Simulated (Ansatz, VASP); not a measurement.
# KTaO3: VASP beside Ansatz, part 2 of 2

Aim: how closely do two programs agree when they are given the same cell, functional and k mesh? Of the first pair: The cell is a member of a volume series, scaled by 0.985 from a relaxed one, so a pressure remains. Valence electrons are named where the data sets of a main pair hold unlike numbers.

VASP 6.6.1 and Ansatz 0.2.0.

So far. Step 3 (Ansatz: single point, LDA, volume scaled by 0.985): The run ends at a pressure of 2.08 GPa.

## (6) VASP: single point, LDA, volume scaled by 0.97

Level of this step: LDA; plane waves and PAW (Ta_pv, K_sv, O) (VASP).

A single point gives forces, pressure and levels at one fixed geometry, so differences don't come from the geometry; what else differs is listed under the comparison. The cell compared in this pair holds 60.22 Å³, against 61.15 Å³ for the pair before.

The input asks for a relaxation, which ended at its first step since no free force or stress exceeded the threshold; so it serves as a single point.

INCAR reads:

```
SYSTEM = KTaO3
PREC = Accurate
ENCUT = 560
EDIFF = 1E-07
NELM = 100
ISMEAR = 0
SIGMA = 0.03
LREAL = .FALSE.
ALGO = Normal
GGA = CA
NBANDS = 25
LASPH = .TRUE.
LORBIT = 11
LWAVE = .FALSE.
LCHARG = .FALSE.
KPAR = 8
IBRION = 2
NSW = 50
ISIF = 4
EDIFFG = -0.002
```

POSCAR reads:

```
KTaO3
1.0
    3.9195795373      0.0000000000      0.0000000000
    0.0000000000      3.9195795373      0.0000000000
    0.0000000000      0.0000000000      3.9195795373
Ta K O
1 1 3
Direct
    0.0000000000      0.0000000000      0.0000000000
    0.5000000000      0.5000000000      0.5000000000
    0.0000000000      0.0000000000      0.5000000000
    0.0000000000      0.5000000000      0.0000000000
    0.5000000000      0.0000000000      0.0000000000
```

KPOINTS reads:

```
Automatic mesh
0
Gamma
6 6 6
0 0 0
```

The projector-augmented-wave data sets are Ta_pv, K_sv and O (LDA family, release 64).

The run is started by

```console
$ mpirun -np 8 vasp_std
```

Numbers of over 12 decimals in the logs are rounded to 6 here.

What it wrote:

```text
[banner, memory and clock lines left out]
running    8 mpi-ranks, on    1 nodes
[...]
[... a notice as in an earlier step ...]

 LDA part: xc-table for (Slater(with rela. corr.)+CA(PZ))
 , standard interpolation
 POSCAR, INCAR and KPOINTS ok, starting setup
[...]
entering main loop
       N       E                     dE             d eps       ncg     rms          rms(c)
DAV:   1     0.352192557298E+03    0.35219E+03   -0.21908E+04  1000   0.163E+03
DAV:   2    -0.324067047600E+02   -0.38460E+03   -0.37406E+03  1175   0.458E+02
DAV:   3    -0.524324263842E+02   -0.20026E+02   -0.19947E+02  1347   0.102E+02
DAV:   4    -0.531731774407E+02   -0.74075E+00   -0.73994E+00  1703   0.131E+01
[...]
DAV:  12    -0.450178475012E+02   -0.14860E-05   -0.39479E-05  1507   0.427E-02    0.913E-03
DAV:  13    -0.450178468223E+02    0.67883E-06   -0.33946E-06  1302   0.121E-02    0.364E-03
DAV:  14    -0.450178468009E+02    0.21475E-07   -0.13868E-07  1027   0.302E-03
   1 F= -.45017847E+02 E0= -.45017847E+02  d E =-.450178E+02
[...]
reached required accuracy - stopping structural energy minimisation
```

From OUTCAR (step 6):

```text
  Total        2.6735219      2.6735219      2.6735219      0.0000000      0.0000000     -0.0000000
  in kB       71.1337802     71.1337802     71.1337802      0.0000000      0.0000000     -0.0000000
  external PRESSURE =      71.1337802 kB  Pullay stress =       0.0000000 kB

 POSITION                                       TOTAL-FORCE (eV/Angst)
 -----------------------------------------------------------------------------------
      0.00000      0.00000      0.00000         0.000000      0.000000      0.000000
      1.95979      1.95979      1.95979         0.000000      0.000000      0.000000
      0.00000      0.00000      1.95979         0.000000      0.000000      0.000000
      0.00000      1.95979      0.00000         0.000000      0.000000      0.000000
      1.95979      0.00000      0.00000         0.000000      0.000000      0.000000
 -----------------------------------------------------------------------------------
    total drift:                                0.000000     -0.000000      0.000000

  FREE ENERGIE OF THE ION-ELECTRON SYSTEM (eV)
  ---------------------------------------------------
  free  energy   TOTEN  =       -45.0178468009 eV

  energy  without entropy=      -45.0178468009  energy(sigma->0) =      -45.01784680

[... 2 parts as in an earlier step ...]

[... 2 further parts left out ...]
[key lines of the parts left out:]
E-fermi :   2.1149
```

## (7) Ansatz: single point, LDA, volume scaled by 0.97

The same cell, functional (in two slightly different forms), mesh and smearing now go to Ansatz, which takes its cutoff from its data sets.

The cell is a member of a volume series, scaled by 0.97 from a relaxed one, so a pressure remains.

input.yaml reads:

```yaml
crystal:
  lattice:
    - [3.91957954, 0.0, 0.0]
    - [0.0, 3.91957954, 0.0]
    - [0.0, 0.0, 3.91957954]
  atoms:
    - { symbol: Ta, position: [0.0, 0.0, 0.0] }
    - { symbol: K, position: [0.5, 0.5, 0.5] }
    - { symbol: O, position: [0.0, 0.0, 0.5] }
    - { symbol: O, position: [0.0, 0.5, 0.0] }
    - { symbol: O, position: [0.5, 0.0, 0.0] }
hamiltonian:
  xc: lda
  pseudopotentials: { kind: paw }
kpoints:
  mp_grid: { grid: [6, 6, 6] }
scf:
  occupations: { method: gaussian, width: 0.03 }
  n_extra_bands: 5
output:
  forces: true
  stress: true
  eigenvalues: true
  write_density: true
  write_potential: true
  elf: true
  volumetric_format: npy
```

The run is started by

```console
$ ansatz run input.yaml --threads 2 --pin off --max-ram 4608MiB --backend cpu --events-out ev --progress --plain --runs-dir out
```

What it wrote:

```text
[...]
Crystal: 5 atoms, lattice volume = 60.217 Å³
Basis set: ecut = 420 eV, 1189 PW (Γ)
Bands: 25, of which v1, the nominal top of the filled ones, is band 20 counted from 1 (19 counted from 0)
Symmetry: 48 space group operations
[...]
k-points: 20 of 216
[...]
k-point 0: bands = [... 16 lower, 7.9825, 8.5536, 8.5536, 8.5536, 11.3108, 11.3108, 11.3108, 15.9316, ... 1 higher]
  k-point 1: bands = [... 16 lower, 7.7994, 7.8392, 8.4307, 8.4307, 11.3566, 12.1853, 12.1853, 16.4213, ... 1 higher]
  k-point 2: bands = [... 16 lower, 7.0866, 7.5705, 8.3398, 8.3398, 11.4517, 13.6912, 13.6912, 16.6104, ... 1 higher]
  k-point 19: bands = [... 16 lower, 5.0437, 9.1327, 9.1327, 9.1327, 16.0435, 16.0435, 16.0435, 18.0187, ... 1 higher]
[key lines of the parts left out:]
SCF converged after 6 iterations
Free energy (F): -12850.997236 eV
Fermi energy:    10.221752 eV
P = ⅓ Tr σ = 5.6872 GPa (56.872 kbar)
```

Run time: 2.7 s. Hardware: 2 threads of Arm Neoverse N1, shared host; peak memory 0.31 GiB; 4.7 s of CPU time.

The run ends at a pressure of 5.69 GPa.

## (8) Differences

What differs besides the data sets and the points named for the pairs above, as far as they apply: the data sets hold 40 valence electrons in Ansatz (on its default PAW (the set named soft_2) files) and 38 in VASP. Total energies have different zeros and are not compared.

The two programs side by side:

| quantity | Ansatz | VASP | difference |
| --- | --- | --- | --- |
| pressure (GPa) | 5.69 | 7.11 | -1.43 |
| pressure without Ansatz's Pulay correction (GPa) | 4.90 | 7.11 | -2.22 |
| gap on the k mesh (eV) | 2.178 | 2.122 | +0.056 |

A gap on the mesh is an upper bound, since the band edges may lie between its points; neither run holds spin-orbit coupling, which can move the band edges of a compound of Ta. Ansatz's pressure holds a Pulay correction of 0.79 GPa; VASP's holds none.

## (9) Other set-ups

Further runs change the set-up of one program: Ansatz's method, potentials or start, or VASP's data sets, cutoff or form of LDA. The table gives Ansatz less VASP for each quantity, since a change that brings one quantity closer may part another.

| run | pressure (GPa) | gap on the k mesh (eV) | pressure without Ansatz's Pulay correction (GPa) |
| --- | --- | --- | --- |
| as above | -1.4 | 0.056 | -2.2 |
| cores kept as stored | -1.5 | 0.056 | -2.2 |
| Ansatz's larger PAW set (cutoff 900 eV) | -1.3 | 0.059 | -1.4 |
| norm-conserving potentials (cutoff 1143 eV) | -3.8 | 0.073 |  |

## (10) VASP: single point, LDA, volume scaled by 1.03

With cell and atoms fixed, the geometry can't cause a difference; cores, projectors, grids and the points listed under the comparison can. The cell compared in this pair holds 63.94 Å³, against 60.22 Å³ for the pair before.

The input asks for a relaxation, which ended at its first step since no free force or stress exceeded the threshold; so it serves as a single point.

INCAR is that of step 6.

Edit POSCAR of step 6 so:

```diff
@@ -2,5 +2,5 @@
 1.0
-    3.9195795373      0.0000000000      0.0000000000
-    0.0000000000      3.9195795373      0.0000000000
-    0.0000000000      0.0000000000      3.9195795373
+    3.9987843019      0.0000000000      0.0000000000
+    0.0000000000      3.9987843019      0.0000000000
+    0.0000000000      0.0000000000      3.9987843019
 Ta K O
```

KPOINTS is that of step 6.

The run is started by

```console
$ mpirun -np 8 vasp_std
```

What it wrote:

```text
[... set-up lines as in an earlier step ...]
 entering main loop
       N       E                     dE             d eps       ncg     rms          rms(c)
DAV:   1     0.343061527206E+03    0.34306E+03   -0.21585E+04  1000   0.160E+03
DAV:   2    -0.330599772871E+02   -0.37612E+03   -0.36687E+03  1185   0.449E+02
DAV:   3    -0.525964400174E+02   -0.19536E+02   -0.19461E+02  1404   0.996E+01
DAV:   4    -0.533677498888E+02   -0.77131E+00   -0.77049E+00  1711   0.133E+01
[...]
DAV:  12    -0.450279709868E+02    0.97505E-06   -0.36149E-05  1399   0.482E-02    0.477E-03
DAV:  13    -0.450279706813E+02    0.30549E-06   -0.25586E-06  1309   0.128E-02    0.275E-03
DAV:  14    -0.450279706500E+02    0.31397E-07   -0.31439E-07  1199   0.381E-03
   1 F= -.45027971E+02 E0= -.45027971E+02  d E =-.450280E+02
[...]
reached required accuracy - stopping structural energy minimisation
```

OUTCAR, selected parts (step 10):

```text
  Total       -2.4101071     -2.4101071     -2.4101071     -0.0000000     -0.0000000      0.0000000
  in kB      -60.3897153    -60.3897153    -60.3897153     -0.0000000     -0.0000000      0.0000000
  external PRESSURE =     -60.3897153 kB  Pullay stress =       0.0000000 kB

 POSITION                                       TOTAL-FORCE (eV/Angst)
 -----------------------------------------------------------------------------------
      0.00000      0.00000      0.00000         0.000000      0.000000      0.000000
      1.99939      1.99939      1.99939         0.000000      0.000000      0.000000
      0.00000      0.00000      1.99939         0.000000      0.000000      0.000000
      0.00000      1.99939      0.00000         0.000000      0.000000      0.000000
      1.99939      0.00000      0.00000         0.000000      0.000000      0.000000
 -----------------------------------------------------------------------------------
    total drift:                                0.000000      0.000000     -0.000000

  FREE ENERGIE OF THE ION-ELECTRON SYSTEM (eV)
  ---------------------------------------------------
  free  energy   TOTEN  =       -45.0279706500 eV

  energy  without entropy=      -45.0279706500  energy(sigma->0) =      -45.02797065

[... 2 parts as in an earlier step ...]

[... 2 further parts left out ...]
[key lines of the parts left out:]
E-fermi :   1.7207
```

## (11) Ansatz: single point, LDA, volume scaled by 1.03

The same cell, functional (in two slightly different forms), mesh and smearing now go to Ansatz, which takes its cutoff from its data sets.

The cell is a member of a volume series, scaled by 1.03 from a relaxed one, so a pressure remains.

input.yaml, the sections that differ from step 7:

```yaml
crystal:
  lattice:
    - [3.9987843, 0.0, 0.0]
    - [0.0, 3.9987843, 0.0]
    - [0.0, 0.0, 3.9987843]
  atoms:
    - { symbol: Ta, position: [0.0, 0.0, 0.0] }
    - { symbol: K, position: [0.5, 0.5, 0.5] }
    - { symbol: O, position: [0.0, 0.0, 0.5] }
    - { symbol: O, position: [0.0, 0.5, 0.0] }
    - { symbol: O, position: [0.5, 0.0, 0.0] }
output:
  forces: true
  stress: true
  eigenvalues: true
# hamiltonian, kpoints, scf: as in step 7
```

The run is started by

```console
$ ansatz run input.yaml --threads 2 --pin off --max-ram 4608MiB --backend cpu --events-out ev --progress --plain --runs-dir out
```

What it wrote:

```text
[...]
Crystal: 5 atoms, lattice volume = 63.942 Å³
Basis set: ecut = 420 eV, 1237 PW (Γ)
Bands: 25, of which v1, the nominal top of the filled ones, is band 20 counted from 1 (19 counted from 0)
Symmetry: 48 space group operations
[...]
k-points: 20 of 216
[...]
k-point 0: bands = [... 16 lower, 7.2325, 7.6683, 7.6683, 7.6683, 10.3432, 10.3432, 10.3433, 14.6021, ... 1 higher]
  k-point 1: bands = [... 16 lower, 6.9953, 7.1046, 7.5546, 7.5546, 10.3820, 11.1487, 11.1487, 15.0206, ... 1 higher]
  k-point 2: bands = [... 16 lower, 6.3443, 6.8681, 7.4716, 7.4716, 10.4623, 12.5220, 12.5220, 15.0397, ... 1 higher]
  k-point 19: bands = [... 16 lower, 4.3806, 8.2889, 8.2889, 8.2889, 14.6464, 14.6464, 14.6464, 16.9998, ... 1 higher]
[key lines of the parts left out:]
SCF converged after 7 iterations
Free energy (F): -12850.972389 eV
Fermi energy:    9.316064 eV
P = ⅓ Tr σ = -7.1298 GPa (-71.298 kbar)
```

It took 2.2 s on 2 threads; peak memory 0.31 GiB; 3.9 s of CPU time.

The run ends at a pressure of -7.13 GPa.

## (12) Differences

What differs besides the data sets and the points named for the pairs above, as far as they apply: the data sets hold 40 valence electrons in Ansatz (on its default PAW (the set named soft_2) files) and 38 in VASP. Total energies have different zeros and are not compared.

Compared:

| quantity | Ansatz | VASP | difference |
| --- | --- | --- | --- |
| pressure (GPa) | -7.13 | -6.04 | -1.09 |
| pressure without Ansatz's Pulay correction (GPa) | -7.88 | -6.04 | -1.84 |
| gap on the k mesh (eV) | 2.054 | 2.005 | +0.050 |

A gap on the mesh is an upper bound, since the band edges may lie between its points; neither run holds spin-orbit coupling, which can move the band edges of a compound of Ta. Ansatz's pressure holds a Pulay correction of 0.75 GPa; VASP's holds none.

## (13) What the set-up changes

Further runs change the set-up of one program: Ansatz's method, potentials or start, or VASP's data sets, cutoff or form of LDA. The table gives Ansatz less VASP for each quantity, since a change that brings one quantity closer may part another.

| run | pressure (GPa) | gap on the k mesh (eV) | pressure without Ansatz's Pulay correction (GPa) |
| --- | --- | --- | --- |
| as above | -1.1 | 0.050 | -1.8 |
| cores kept as stored | -1.2 | 0.049 | -1.8 |
| Ansatz's larger PAW set (cutoff 900 eV) | -0.93 | 0.057 | -1.0 |
| norm-conserving potentials (cutoff 1143 eV) | -3.0 | 0.066 |  |

## (14) Outcome

- difference in pressure (single point, LDA, volume scaled by 0.985): -1.3 GPa
- difference in gap on the k mesh (single point, LDA, volume scaled by 0.985): 0.055 eV
- difference in pressure (single point, LDA, volume scaled by 0.97): -1.4 GPa
- difference in gap on the k mesh (single point, LDA, volume scaled by 0.97): 0.056 eV
- difference in pressure (single point, LDA, volume scaled by 1.03): -1.1 GPa
- difference in gap on the k mesh (single point, LDA, volume scaled by 1.03): 0.050 eV

The difference in pressure is -1.4 GPa (single point, LDA, volume scaled by 0.97), beyond the 1 GPa picked in this series as the mark of a large difference. The data sets hold unlike numbers of valence electrons (40 in Ansatz and 38 in VASP), so part of the differences comes from the potentials. Single point, LDA, volume scaled by 0.985, Ansatz's larger PAW set (cutoff 900 eV): the difference in pressure without Ansatz's Pulay correction goes from -2.1 to -1.3 GPa. Single point, LDA, volume scaled by 0.985, norm-conserving potentials (cutoff 1143 eV): the difference in pressure goes from -1.3 to -3.6 GPa; the difference in gap on the k mesh goes from 0.055 to 0.071 eV. Single point, LDA, volume scaled by 0.97, Ansatz's larger PAW set (cutoff 900 eV): the difference in pressure without Ansatz's Pulay correction goes from -2.2 to -1.4 GPa. Single point, LDA, volume scaled by 0.97, norm-conserving potentials (cutoff 1143 eV): the difference in pressure goes from -1.4 to -3.8 GPa; the difference in gap on the k mesh goes from 0.056 to 0.073 eV. Single point, LDA, volume scaled by 1.03, Ansatz's larger PAW set (cutoff 900 eV): the difference in pressure without Ansatz's Pulay correction goes from -1.8 to -1.0 GPa. 5 further runs of this series are not shown here. Such differences can come from data sets, numerical settings and the points named under the comparisons, not from the functional's error against experiment.

[Lines on the potential files, build, host, timing and source positions are cut from VASP's logs without a mark.]

[Logs are printed without paths, hosts, clocks, repeated set-up lines and the standing remarks that a program may print on its own settings, such as how far it seeks lower states.]

[Hosts, paths, dates, database ids (printed as entryN), source tags and the programs' standing remarks are cut or masked in the printed files.]
